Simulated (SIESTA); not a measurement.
Ru:

```xyz
2
Lattice="2.7058 0.0000 0.0000 -1.3529 2.3433 0.0000 0.0000 0.0000 4.2819" Properties=species:S:1:pos:R:3 pbc="T T T"
Ru    1.3529    0.7811    3.2114
Ru    0.0000    1.5622    1.0705
```

Base run:

- Program: SIESTA 5.4.2
- Functional: PBE
- Potentials or basis: PseudoDojo 0.4 standard (PBE files)
- Basis: DZ (energy shift 0.003 Ry; two zetas on semicore shells)
- Grid cutoff: 800 Ry
- Energy shift: 0.003 Ry
- k mesh: 11 × 11 × 6
- Occupations: fermi-dirac, width 0.05 eV
- Spin: no spin polarisation

Its results: band gap on the k mesh none (metal or under the smearing width); pressure 6.5 GPa.

After a change of settings the same cell gave: band gap on the k mesh none (metal or under the smearing width); pressure 14.2 GPa. Which change was it?
A. basis from DZ (energy shift 0.003 Ry; two zetas on semicore shells) to DZP (energy shift 0.003 Ry; two zetas on semicore shells)
B. basis from DZ (energy shift 0.003 Ry; two zetas on semicore shells) to SZP (energy shift 0.003 Ry)
C. basis from DZ (energy shift 0.003 Ry; two zetas on semicore shells) to TZP (energy shift 0.003 Ry; two zetas on semicore shells)
D. basis from DZ (energy shift 0.003 Ry; two zetas on semicore shells) to DZ (energy shift 0.01 Ry); energy shift from 0.003 Ry to 0.01 Ry

B.

Caveats: the basis of atomic orbitals isn't converged, which shifts pressures, moduli and gaps; the basis has no polarisation orbitals (some runs).
